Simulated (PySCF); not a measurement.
Match the calculated data to a structure.

All candidates are C4H9NO.

* 13C NMR: chemical shifts (computed TMS as zero) by class: 162.4 (1 C), 46.6 (1 C), 28.6 (1 C), 16.7 (1 C) ppm [GIAO PBE0/pcSseg-1]
* NMR, other nuclei: isotropic shieldings of nuclei other than C and H, by class: 132 (1 N), -80 (1 O) ppm [GIAO PBE0/pcSseg-1]
* Dipole: 4.18 D [PBE0/pcSseg-1]
* 1H NMR: chemical shifts (computed TMS as zero) by class: 8.06 (1 H), 3.20 (2 H), 3.03 (3 H), 1.15 (3 H) ppm [GIAO PBE0/pcSseg-1]
* Rotational structure: rotational constants A, B, C: 6.476, 2.376, 1.991 GHz [GFN2-xTB]

The electronic properties come from PySCF, for the isolated species, density fitting. Levels stand in brackets. Geometry: GFN2-xTB, one conformer, isolated molecule. Each NMR value is the plain mean over a class of atoms that symmetry, rotation or inversion makes alike.

Task: Which candidate is it?
A. `C1COCCN1`
B. `CCN(C)C=O`
C. `C=C(CN)OC`
D. `[H]/N=C\CCOC`

Result: B. It is `CCN(C)C=O`. Numbering: `[CH3:1][CH2:2][N:3]([CH3:4])[CH:5]=[O:6]`. Its formula, C4H9NO, gives 1 degree of unsaturation: 0 rings and 1 π bond in the structure found. 4 carbons fall into 4 classes; from least to most shielded: amide carbonyl carbon [C5] (162.4 ppm), sp3 carbon bound to nitrogen [C2] (46.6 ppm), N-methyl carbon [C4] (28.6 ppm), methyl carbon [C1] (16.7 ppm). Hydrogen classes from least to most shielded: 1 H on an amide carbonyl carbon, C5 (8.06 ppm), 2 H on an sp3 carbon bound to nitrogen, C2 (3.20 ppm, a mean of values up to 0.5 ppm apart in this geometry), 3 H on an N-methyl carbon, C4 (3.03 ppm, a mean of values up to 2.6 ppm apart in this geometry), 3 H on a methyl carbon, C1 (1.15 ppm, a mean of values up to 0.8 ppm apart in this geometry). The other shieldings belong to: 132 ppm, amide nitrogen [N3]; -80 ppm, amide oxygen [O6]. The optimised geometry has point group C1 and is an asymmetric top.

The others, at the same levels:
- `C=C(CN)OC` fails: its computed 13C shifts are 172.4 (1 C), 85.1 (1 C), 56.2 (1 C), 53.1 (1 C) ppm, 1H shifts are 4.29 (1 H), 3.89 (1 H), 3.74 (3 H), 3.58 (2 H), 0.60 (2 H) ppm and rotational constant A is 5.931 GHz (against 6.476 GHz).
- `[H]/N=C\CCOC` fails: its computed 13C shifts are 176.3 (1 C), 74.5 (1 C), 61.6 (1 C), 47.7 (1 C) ppm, 1H shifts are 10.56 (1 H), 8.05 (1 H), 3.57 (3 H), 3.50 (2 H), 2.14 (2 H) ppm and rotational constant A is 10.200 GHz (against 6.476 GHz).
- `C1COCCN1` fails: it has 2 carbon classes against 4; its computed 13C shifts are 73.5 (2 C), 51.4 (2 C) ppm, 1H shifts are 3.57 (4 H), 2.81 (4 H), 0.15 (1 H) ppm and rotational constant A is 4.961 GHz (against 6.476 GHz).

Each candidate is one conformer, not necessarily the lowest. Dipoles, sizes and rotational constants follow the conformer. The torsions of the flexible species, by atom-mapped SMILES:
- `[CH3:1][CH2:2][N:3]([CH3:4])[CH:5]=[O:6]`: C1–C2–N3–C4 -79°, C2–N3–C5–O6 -178°
- `[CH2:1]=[C:2]([CH2:3][NH2:4])[O:5][CH3:6]`: C1–C2–C3–N4 -112°, C1–C2–O5–C6 3°, H–N4–C3–C2 -55°, H–N4–C3–C2 -174°
- `[H]/[N:6]=[CH:5]\[CH2:4][CH2:3][O:2][CH3:1]`: C1–O2–C3–C4 176°, O2–C3–C4–C5 -67°, C3–C4–C5–N6 -128°
